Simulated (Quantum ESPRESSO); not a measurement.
BeTe: dielectric tensor and Born charges under several settings

```xyz
2
Lattice="0.0000 2.7700 2.7700 2.7700 0.0000 2.7700 2.7700 2.7700 0.0000" Properties=species:S:1:pos:R:3 pbc="T T T"
Te    4.1550    4.1550    4.1550
Be    0.0000    0.0000    0.0000
```

All runs used Quantum ESPRESSO 7.5; potentials PseudoDojo 0.4.1 SR PBEsol standard; given cell; no spin polarisation; cutoff 1197 eV; occupations smeared at first, fixed for the response.

| level | k mesh (s: shifted) | ε∞ (diagonal) | Born charge of atom 1 (e) | sum of the Born charges (e) |
| --- | --- | --- | --- | --- |
| PBEsol | 4 × 4 × 4s | 7.67 | -1.25 | -0.03 |
| PBEsol | 6 × 6 × 6s | ? | ? | ? |
| PBEsol | 8 × 8 × 8s | 7.56 | -1.23 | 0.00 |

Task: What stands in the row left open?

Result: ε∞ 7.56; Born charge of atom 1 -1.23 e; sum of the Born charges 0.00 e.
